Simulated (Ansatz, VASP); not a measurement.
**One calculation of Ca, two programs**

Contents of INCAR:

```
SYSTEM = Ca
PREC = Accurate
ENCUT = 520
EDIFF = 1E-7
ISMEAR = -1
SIGMA = 0.05
LREAL = .False.
LASPH = .True.
NELM = 60
ALGO = Fast
ISIF = 2
LWAVE = .False.
LCHARG = .True.
GGA = PS
LELF = .True.
LVHAR = .True.
NBANDS = 11
```

KPOINTS

```
regular mesh
0
Gamma
  8 8 8
  0 0 0
```

File POSCAR:

```
Ca
1.0
    0.0000000000      2.7371595050      2.7371595050
    2.7371595050      0.0000000000      2.7371595050
    2.7371595050      2.7371595050      0.0000000000
Ca
1
Direct
    0.0000000000      0.0000000000      0.0000000000
```

The input input.yaml:

```yaml
crystal:
  lattice:
    - [0.0, 2.737159505, 2.737159505]
    - [2.737159505, 0.0, 2.737159505]
    - [2.737159505, 2.737159505, 0.0]
  atoms:
    - { symbol: Ca, position: [0.0, 0.0, 0.0] }
hamiltonian:
  xc: pbesol
  pseudopotentials: { kind: paw }
kpoints:
  mp_grid: { grid: [8, 8, 8] }
scf:
  occupations: { method: fermi_dirac, width: 0.05 }
output:
  forces: true
  stress: true
  eigenvalues: true
```

Alike in both runs: task single point; functional PBEsol; k mesh 8 × 8 × 8; occupations fermi-dirac, width 0.05 eV; no spin polarisation.

```csv
,VASP,Ansatz
version,VASP 6.6.1,Ansatz 0.2.0
potentials or method,"VASP PAW PBE potentials, release 64 (Ca_sv)",Ansatz PAW
plane-wave cutoff (eV),520,420
valence electrons in the cell,10,10
```

|  | VASP | Ansatz | Ansatz less VASP |
| --- | --- | --- | --- |
| gap on the k mesh at the Fermi level (eV) | none | none | - |
| pressure (GPa) | -0.2 | -0.2 | -0.01 |

A gap of «none» marks a metal or a gap that the smearing closes. With one functional, cell and mesh, what is left measures potentials, basis and numerics.

Caveats: the PAW data sets were made with another functional, which shifts forces and pressure a little (VASP); the PAW data sets come from PBE, with cores solved anew for the run's functional, which leaves a small shift of forces and pressure (Ansatz).
